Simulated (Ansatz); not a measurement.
The following input was run with Ansatz 0.2.0.

```yaml
crystal:
  lattice:
    - [3.034783581, 0.0, 0.0]
    - [0.0, 3.034783581, 0.0]
    - [0.0, 0.0, 3.034783581]
  atoms:
    - { symbol: Al, position: [0.0, 0.0, 0.0] }
    - { symbol: Ru, position: [0.5, 0.5, 0.5] }
basis:
  ecutwfc: 420
kpoints:
  mp_grid: { grid: [14, 14, 14] }
hamiltonian:
  xc: pbesol
scf:
  occupations: { method: gaussian, width: 0.1 }
output:
  forces: true
  stress: true
  eigenvalues: true
```

Launched with
```bash
ansatz run input.yaml --threads 1 --pin off --max-ram 2560MiB --backend cpu --events-out ev --progress --plain --runs-dir out
```

Theory: Ansatz, DFT PBEsol, scalar-relativistic, plane waves, PAW.

Part of what the program printed, abridged (iterations and final results):

```
SCF iter   1: F=—  HF=-6342.252194 eV  |F-HF|=—  |Δ(HF+E_count)|=         —  Δρ=9.22e-3  dr2=2.70e-2  ethr=1.77e-3  ⟨swp⟩=5.0  Hψ=8905  notcnv=0
SCF iter   2: F=—  HF=-6342.248541 eV  |F-HF|=—  |Δ(HF+E_count)|=   3.65e-3  Δρ=5.16e-3  dr2=9.53e-3  ethr=1.42e-4  ⟨swp⟩=1.1  Hψ=2650  notcnv=0
SCF iter   3: F=—  HF=-6342.246514 eV  |F-HF|=—  |Δ(HF+E_count)|=   2.03e-3  Δρ=5.87e-4  dr2=9.48e-5  ethr=5.01e-5  ⟨swp⟩=2.3  Hψ=2355  notcnv=0
SCF iter   4: F=—  HF=-6342.246486 eV  |F-HF|=—  |Δ(HF+E_count)|=   2.87e-5  Δρ=1.30e-4  dr2=3.75e-6  ethr=4.99e-7  ⟨swp⟩=2.0  Hψ=2521  notcnv=0
SCF iter   5: F=-6342.246486 eV  HF=-6342.246486 eV  |F-HF|=6.45e-9  |Δ(HF+E_count)|=   1.65e-7  Δρ=1.15e-5  dr2=2.02e-8  ethr=1.97e-8  ⟨swp⟩=2.5  Hψ=2607  notcnv=0
SCF iter   6: F=-6342.246486 eV  HF=-6342.246486 eV  |F-HF|=6.91e-11  |Δ(HF+E_count)|=  4.29e-10  Δρ=8.95e-7  dr2=1.19e-10  ethr=1.06e-10  ⟨swp⟩=2.4  Hψ=5529  notcnv=0
SCF 1 converged in 6 iterations: F = -6342.246486 eV  dr2 = 1.19e-10
SCF converged after 6 iterations
Free energy (F): -6342.246486 eV
Harris-Foulkes:  -6342.246486 eV  (|F-HF|=6.91e-11)
Internal energy: -6342.236420 eV  (E = F + TS)
E sigma→0 (E₀):  -6342.241453 eV
Entropy (-TS):   -0.010066 eV (-5.033 meV/atom)
Fermi energy:    15.169508 eV
--- Per-component energies (eV) ---
  E_band       = -135.851909
  E_kinetic    = 540.716045
  E_local      = -1839.903724  (includes V_loc(G=0)·N_el)
  E_nonlocal   = 356.255970
  E_hartree    = 651.712006
  E_xc         = -229.714479
  E_vxc        = -268.927652  (∫ρ·V_xc dr)
  E_paw        = -3855.136137  (= ΣΔE_a)
  E_vpaw       = -227.415951  (= ΣTr[D̂ρ^β])
  E_aug_tail   = -0.000190  (compensation charges beyond the density's cutoff)
  E_ewald      = -1966.438347
  E_core_change = 0.272435  (= ΣΔE_core)
  E_smearing   = -0.010066  (= −TS)
--- Forces (eV/Å), atoms counted from 1 ---
  atom   1  Al     0.00000000     0.00000000     0.00000000
  atom   2  Ru     0.00000000     0.00000000     0.00000000
--- Stress (GPa, compression-positive) ---
      -11.264786       0.000000       0.000000
        0.000000     -11.264786       0.000000
        0.000000       0.000000     -11.264786
  P = ⅓ Tr σ = -11.2648 GPa (-112.648 kbar)
--- Band table (eV; the first three rows and the last of 120) ---
  k-point 0: bands = ["-56.5360", "-26.5094", "-26.5094", "-26.5094", "5.7478", "11.8077", "11.8077", "15.3465", "15.3465", "15.3465", "21.0309", "21.0309", "21.0309", "25.8744"]
  k-point 1: bands = ["-56.5353", "-26.5184", "-26.5087", "-26.5087", "5.8421", "11.8383", "11.8402", "15.2301", "15.2301", "15.3578", "20.5528", "21.2207", "21.2207", "25.6734"]
  k-point 2: bands = ["-56.5336", "-26.5434", "-26.5066", "-26.5066", "6.1211", "11.9023", "11.9334", "14.9332", "14.9332", "15.3896", "19.5420", "21.7385", "21.7385", "25.1450"]
  k-point 119: bands = ["-56.4981", "-26.6472", "-26.6472", "-26.6472", "10.7782", "10.7782", "10.7782", "16.6835", "16.6835", "17.5055", "19.1703", "19.1703", "19.1703", "23.3448"]
```

Self-consistency was reached.

It took 2.9 s on 1 thread of Arm Neoverse V1 (shared host), peak memory 0.32 GiB.